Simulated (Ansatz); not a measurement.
# 33S NMR of the central transition in SnS at a changed volume

Cell: a COD entry, relaxed with PBE at fixed cell and then changed (volume scaled by 1.02, ions relaxed).

```cif
data_SnS
_symmetry_space_group_name_H-M 'Pnma'
_symmetry_Int_Tables_number 62
_cell_length_a 11.3950
_cell_length_b 4.0768
_cell_length_c 4.2701
_cell_angle_alpha 90.000
_cell_angle_beta 90.000
_cell_angle_gamma 90.000
loop_
_atom_site_label
_atom_site_type_symbol
_atom_site_symmetry_multiplicity
_atom_site_Wyckoff_symbol
_atom_site_fract_x
_atom_site_fract_y
_atom_site_fract_z
Sn Sn 4 c 0.1221 0.2500 0.1088
S S 4 c 0.8514 0.2500 0.4801
```

One atom of each set is listed.

Level of theory: DFT, PBE, plane waves and PAW, scalar-relativistic, 420 eV cutoff, Γ-centred 4×11×10 k-points, Fermi–Dirac smearing 0.02 eV (Ansatz 0.2.0).

33S has I = 3/2 and Q = -69.40 mb (Pyykkö 2018); at 28.2 T its Larmor frequency is ν₀ = 92.3 MHz. Only the quadrupole interaction is simulated: positions count from each site's isotropic chemical shift, and shift anisotropy, dipolar and J coupling are left out.

Q: What does the 33S spectrum (static powder) show for each site?

A: 

```
site                               first shell  C_Q (MHz)     η  P_Q (MHz)  δ_QIS (ppm)  breadth (kHz)
   S  3 Sn at 2.64–2.71 Å; also 2 Sn at 3.25 Å       5.07  0.10       5.08        -75.7           39.4
```

δ_QIS = −(ν_Q²/30ν₀²)[I(I+1) − 3/4](1 + η²/3) × 10⁶ ppm with ν_Q = 3|C_Q|/[2I(2I−1)]; it falls as 1/B₀² in ppm, and the breadth as 1/B₀ in kHz.

At S V_zz stands upright on the plane through its three neighbours (within 12°).

Without spin–orbit coupling (the program notes it for Sn) the gradients can shift somewhat, as the gap is small.
